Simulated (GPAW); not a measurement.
# TiO2 (R-3m) in GPAW: band structure with LDA

Aim: the band structure of TiO2 with LDA.

Everything below comes from runs of GPAW 26.7.0. Logs are shortened: lines on timing, memory, paths and dates and some standing lists are left out, and cuts for length are marked. The log counts tension as positive stress, the text compression.

## Step 1: The crystal as given

The structure is trigonal, space group R-3m (No. 166). Conventional cell: a = 2.995 Å, b = 2.995 Å, c = 20.945 Å, α = 90.00°, β = 90.00°, γ = 120.00°. Around Ti (site symmetry -3m) lie 6 O at 1.98 Å. O (site symmetry 3m) is surrounded by 3 Ti at 1.98 Å.

Measurements of this composition are mostly on another form, of space group No. 141.

## Step 2: Band structure, LDA

run.py reads:

```python
from ase import Atoms
from ase.dft.bandgap import bandgap
from ase.io import write
from ase.units import GPa
from gpaw import GPAW, PW

atoms = Atoms(['Ti', 'O', 'O'],
              cell=[[1.4973312015, 0.8644845722, 6.9815443949],
                    [-1.4973312015, 0.8644845722, 6.9815443949],
                    [0.0, -1.7289691445, 6.9815443949]],
              scaled_positions=[[0.0, 0.0, 0.0],
                                [0.379533, 0.379533, 0.379533],
                                [0.620467, 0.620467, 0.620467]],
              pbc=True)

calc = GPAW(mode=PW(800),
            xc='LDA',
            kpts={'size': (7, 7, 7), 'gamma': True},
            occupations={'name': 'fermi-dirac', 'width': 0.05},
            nbands=24,
            convergence={'density': 1e-05, 'energy': 1e-05},
            maxiter=150,
            txt='gpaw.txt')
atoms.calc = calc
energy = atoms.get_potential_energy()
forces = atoms.get_forces()
stress = atoms.get_stress()
calc.write('gs.gpw')
write('result.traj', atoms)
print(f'Energy: {energy:.6f} eV')
print('Forces (eV/A):')
print(forces.round(4))
print('Stress (GPa):', (stress / GPa).round(3))
print('Fermi level:', round(calc.get_fermi_level(), 4), 'eV')
print(f'Gap: {bandgap(calc)[0]:.4f} eV, direct: {bandgap(calc, direct=True)[0]:.4f} eV')

path = atoms.cell.bandpath('GLB1,BZGX,QFP1Z,LP', npoints=80, eps=1e-4)
bs_calc = calc.fixed_density(kpts=path, symmetry='off', nbands=37,
                             convergence={'bands': 'CBM+6.0', 'eigenstates': 1e-6}, txt='bands.txt')
bs = bs_calc.band_structure()
bs.write('bs.json')
print(f'Gap on the path: {bandgap(bs_calc)[0]:.4f} eV')
```

Potentials or basis: the program's PAW data sets (release 1.2.1) made for this functional, pw.

The run is started by

```bash
$ OMP_NUM_THREADS=1 python run.py
```

gpaw.txt:

```text
__  _  _
 | _ |_)|_||  |
 |__||  | ||/\| - 26.7.0

Input parameters:
  mode=PW(ecut=800.0),
  convergence={'density': 1e-05, 'energy': 1e-05},
  kpts=MonkhorstPack(size=(7, 7, 7), gamma=True),
  maxiter=150,
  nbands=24,
  occupations=Occupations(name='fermi-dirac', width=0.05),
  xc=XC(name='LDA')

Diagonalizing LCAO Hamiltonian
Converting LCAO to pw mode

       O

       O

       Ti

Atoms  # Å, Bohr magnetons
|   | symbol |         x |         y |         z |    initial magnetic moments |
|---|--------|-----------|-----------|-----------|-----------------------------|
| 0 |     Ti |  0.000000 |  0.000000 |  0.000000 | ( 0.0000,  0.0000,  0.0000) |
| 1 |      O |  0.000000 | -0.000000 |  7.949179 | ( 0.0000,  0.0000,  0.0000) |
| 2 |      O | -0.000000 | -0.000000 | 12.995454 | ( 0.0000,  0.0000,  0.0000) |

Unit cell  # Å
| periodic |         x |         y |        z |  lengths |    angles |
|----------|-----------|-----------|----------|----------|-----------|
|      yes |  1.497331 |  0.864485 | 6.981544 | 7.192447 | 24.031557 |
|      yes | -1.497331 |  0.864485 | 6.981544 | 7.192447 | 24.031557 |
|      yes |  0.000000 | -1.728969 | 6.981544 | 7.192447 | 24.031557 |

Number of symmetries: 12
Symmetry operations  # r_c * U_cc + t_c -> r_c
|    | kind |            matrix            |
|----|------|------------------------------|
|  0 |  E   |  1, 0, 0,  0, 1, 0,  0, 0, 1 |
|  1 |  σ   |  1, 0, 0,  0, 0, 1,  0, 1, 0 |
|  2 |  σ   |  0, 1, 0,  1, 0, 0,  0, 0, 1 |
|  3 |  C3  |  0, 1, 0,  0, 0, 1,  1, 0, 0 |
|  4 |  C3  |  0, 0, 1,  1, 0, 0,  0, 1, 0 |
|  5 |  σ   |  0, 0, 1,  0, 1, 0,  1, 0, 0 |
|  6 |  C2  |  0, 0,-1,  0,-1, 0, -1, 0, 0 |
|  7 |  S6  |  0, 0,-1, -1, 0, 0,  0,-1, 0 |
|  8 |  S6  |  0,-1, 0,  0, 0,-1, -1, 0, 0 |
|  9 |  C2  |  0,-1, 0, -1, 0, 0,  0, 0,-1 |
| 10 |  C2  | -1, 0, 0,  0, 0,-1,  0,-1, 0 |
| 11 |  i   | -1, 0, 0,  0,-1, 0,  0, 0,-1 |

BZ-sampling:
  Number of BZ points: 343
  Number of IBZ points: 44

  Monkhorst-Pack size: [7, 7, 7]
  Monkhorst-Pack shift: [0, 0, 0]

K-points  # in reciprocal-cell coordinates
|     |                                coordinates |     weight |
|-----|--------------------------------------------|------------|
|   0 | (  0.00000000,   0.00000000,   0.00000000) | 0.00291545 |
|   1 | (  0.14285714,   0.00000000,  -0.14285714) | 0.01749271 |
|   2 | (  0.14285714,   0.00000000,   0.00000000) | 0.01749271 |
|   3 | (  0.14285714,   0.14285714,  -0.14285714) | 0.01749271 |
|   4 | (  0.14285714,   0.14285714,   0.00000000) | 0.01749271 |
|   5 | (  0.14285714,   0.14285714,   0.14285714) | 0.00583090 |
|   6 | (  0.28571429,  -0.14285714,  -0.14285714) | 0.01749271 |
|   7 | (  0.28571429,   0.00000000,  -0.28571429) | 0.01749271 |
|   8 | (  0.28571429,   0.00000000,  -0.14285714) | 0.03498542 |
|   9 | (  0.28571429,   0.00000000,   0.00000000) | 0.01749271 |
| ... |                                            |            |
|  43 | (  0.42857143,   0.42857143,   0.42857143) | 0.00583090 |

Plane wave coefficients: 2803
Cutoff: 800.0 eV

Spin-components: 1 (collinear spins)
Bands:           24
Projectors:      16
Spin-degeneracy: 2
Datatype:        complex128

Parallelization:
  kpt:    1
  domain: 1
  band:   1

Density:
  Valence electrons: 24.0
  Components: 1
  Grid points: [48 48 48]
  Charge: 0.0  # |e|

Potential:
  Grid points: [48 48 48]

species:
  Ti:
    name:    Titanium
    Z:       22.0
    valence: 12
    core:    10
    charge:  0.0  # [|e|]
    compensation charges:
      type: gauss
      rc: 0.38  # [Å]
      lmax: 2
    cutoffs:
      filter: 2.23  # [Å]
      core: 1.02  # [Å]
    projectors
    | kind |    occ | energy [eV] | rcut [Å] |
    |------|--------|-------------|----------|
    |   3s |  2.000 |     -62.257 |    1.270 |
    |   4s |  2.000 |      -4.593 |    1.270 |
    |   3p |  6.000 |     -38.791 |    1.058 |
    |   4p |  0.000 |      -1.536 |    1.058 |
    |   3d |  2.000 |      -4.463 |    1.058 |
    |    d |        |      22.748 |    1.058 |

    Using partial waves for Ti as LCAO basis

  O:
    name:    Oxygen
    Z:       8.0
    valence: 6
    core:    2
    charge:  0.0  # [|e|]
    compensation charges:
      type: gauss
      rc: 0.21  # [Å]
      lmax: 2
    cutoffs:
      filter: 1.17  # [Å]
      core: 0.83  # [Å]
    projectors
    | kind |    occ | energy [eV] | rcut [Å] |
    |------|--------|-------------|----------|
    |   2s |  2.000 |     -23.752 |    0.688 |
    |   2p |  4.000 |      -9.195 |    0.598 |
    |    s |        |       3.459 |    0.688 |
    |    p |        |      18.016 |    0.598 |
    |    d |        |       0.000 |    0.619 |

    Using partial waves for O as LCAO basis

Reference energy: -27229.765196  # eV

eigensolver:
  PPCG
  Converge bands: occupied
  niter=2

density mixing:
  MSR1-Mixer
  Pratt-step length: 0.05
  Maximum mixing coefficient: 0.75
  Old densities: 10
  SVD Regularization: 0.005
  Good broyden scale: 1.0
  Trust region scale: 1.0
  Backstep threshold: 4.0
  History deletion threshold: 6.0
  Fourier metric: weight=20.0, sigma=0.015

occupation numbers:
  Fermi-Dirac:
    width: 0.0500  # eV

poisson solver:
  ecut: 6400.0  # eV

xc functional:
  name: None

convergence criteria:
- Maximum integral of absolute [dens]ity change: 1e-05 electrons / valence electron
- Maximum [total energy] change in last 3 cyles: 1e-05 eV / valence electron
- Maximum integral of absolute [eigenst]ate change: 4e-08 eV^2 / valence electron
maximum number of iterations: 150

SCF iterations
|iter     | |      energy | eigst |  dens |
|---------|-|-------------|-------|-------|
|iter:   1| |  -32.513432 | +0.02 |       |
|iter:   2| |  -31.061440 | -1.81 | -0.80 |
|iter:   3| |  -28.427301 | -0.88 | -0.87 |
|iter:   4| |  -28.239404 | -2.05 | -1.35 |
|iter:   5| |  -28.206866 | -2.72 | -1.59 |
|iter:   6| |  -28.199845 | -3.41 | -2.00 |
|iter:   7| |  -28.199780 | -4.78 | -2.74 |
|iter:   8| |  -28.199776c| -5.99 | -3.48 |
|iter:   9| |  -28.199776c| -6.91 | -3.97 |
|iter:  10| |  -28.199776c| -7.70c| -4.94 |
|iter:  11| |  -28.199776c| -8.18c| -5.45c|

Converged in 11 steps
Energy contributions relative to reference atoms: (reference = -27229.765196)

Energy contributions:
  Kinetic:          23.140444
  Coulomb:         -29.034961
  Zero:              0.570022
  External:          0.000000
  Xc:              -22.875281
  Entropy:          -0.000000
  Spinorbit:         0.000000
  ----------------------------
  Free energy:     -28.199776
  Extrapolated:    -28.199776

dipole moment: (-0.000000, 0.000000, -67.786226)  # |e|*Ang

Fermi level: 0.073
Eigenvalues  # (at kpt = [0.000, 0.000, 0.000])
| band index |      eig [eV] | occ [0-2] |
|------------|---------------|-----------|
|          0 |       -56.702 |     2.000 |
|        ... |               |           |
|          4 |       -18.075 |     2.000 |
|          5 |       -16.261 |     2.000 |
|          6 |        -4.655 |     2.000 |
|          7 |        -4.603 |     2.000 |
|          8 |        -4.603 |     2.000 |
|          9 |        -1.632 |     2.000 |
[... 8 lines left out ...]
|         18 |         9.139 |     0.000 |
|         19 |        10.227 |     0.000 |
|        ... |               |           |
|         23 |        19.854 |     0.000 |

Gap: 2.615 eV
Transition (v -> c):
  (s=0, k=1, n=11, [0.14, 0.00, -0.14]) -> (s=0, k=0, n=12, [0.00, 0.00, 0.00])
Direct/indirect transitions are different
Direct gap: 2.806 eV
Transition at: (s=0, k=43, n=11, [0.43, 0.43, 0.43])

Forces  # eV/Ang
|        x |        y |        z |
|----------|----------|----------|
|  0.00000 |  0.00000 | -0.00000 |  # Ti   0
|  0.00000 |  0.00000 | -0.74013 |  # O    1
| -0.00000 | -0.00000 |  0.74013 |  # O    2

Stress tensor  # eV/Ang^3
|        x |        y |        z |
|----------|----------|----------|
| 0.051136 | 0.000000 | 0.000000 |
| 0.000000 | 0.051136 | 0.000000 |
| 0.000000 | 0.000000 | 0.027966 |

# Writing to gs.gpw (mode='')
```

It took 9.2 min on 1 thread of Arm Neoverse V1, shared host; peak memory 0.62 GiB.

Results:

* Free energy: -28.1998 eV
* Pressure: -7.0 GPa
* Largest force: 0.740 eV/Å
* Band gap on the k mesh: 2.62 eV, indirect (least direct gap 2.81 eV)
* Band gap along the path: 2.62 eV, indirect (least direct gap 2.81 eV)

Forces on the atoms (eV/Å):
```
Ti   0.000  0.000  0.000
O    0.000  0.000 -0.740
O    0.000  0.000  0.740
```

Stress tensor (GPa, compression positive):
```
-8.19  0.00  0.00
 0.00 -8.19  0.00
 0.00  0.00 -4.48
```

Levels at the corners of the path, in eV from the valence-band top:
| point | band 8 | band 9 | band 10 | band 11 | band 12 | band 13 | band 14 | band 15 | band 16 | band 17 |
| --- | --- | --- | --- | --- | --- | --- | --- | --- | --- | --- |
| Γ | -3.61 | -3.61 | -0.64 | -0.18 | -0.18 | 2.62 | 2.62 | 4.33 | 6.86 | 6.86 |
| L | -2.77 | -2.57 | -1.69 | -1.21 | -0.66 | 2.87 | 3.67 | 3.74 | 6.33 | 6.76 |
| B1 | -3.51 | -2.79 | -1.44 | -1.43 | -1.07 | 2.83 | 3.90 | 3.92 | 6.27 | 6.28 |
| B | -3.51 | -2.79 | -1.44 | -1.43 | -1.07 | 2.83 | 3.90 | 3.92 | 6.27 | 6.28 |
| Z | -3.61 | -3.61 | -0.70 | -0.18 | -0.18 | 2.62 | 2.62 | 4.34 | 6.86 | 6.86 |
| Γ | -3.61 | -3.61 | -0.64 | -0.18 | -0.18 | 2.62 | 2.62 | 4.33 | 6.86 | 6.86 |
| X | -3.51 | -2.81 | -1.43 | -1.43 | -1.09 | 2.83 | 3.91 | 3.92 | 6.27 | 6.28 |
| Q | -3.51 | -2.81 | -1.43 | -1.43 | -1.09 | 2.83 | 3.91 | 3.92 | 6.27 | 6.28 |
| F | -2.77 | -2.57 | -1.70 | -1.21 | -0.65 | 2.87 | 3.67 | 3.74 | 6.32 | 6.76 |
| P1 | -2.77 | -2.58 | -1.70 | -1.21 | -0.65 | 2.87 | 3.67 | 3.74 | 6.32 | 6.76 |
| Z | -3.61 | -3.61 | -0.70 | -0.18 | -0.18 | 2.62 | 2.62 | 4.34 | 6.86 | 6.86 |
| L | -2.77 | -2.57 | -1.69 | -1.21 | -0.66 | 2.87 | 3.67 | 3.74 | 6.33 | 6.76 |
| P | -2.77 | -2.58 | -1.70 | -1.21 | -0.65 | 2.87 | 3.67 | 3.74 | 6.32 | 6.76 |

Caveat: the program warned that so skewed a cell can give wrong results. A hybrid or GW would open this gap; LDA tends to underestimate it.
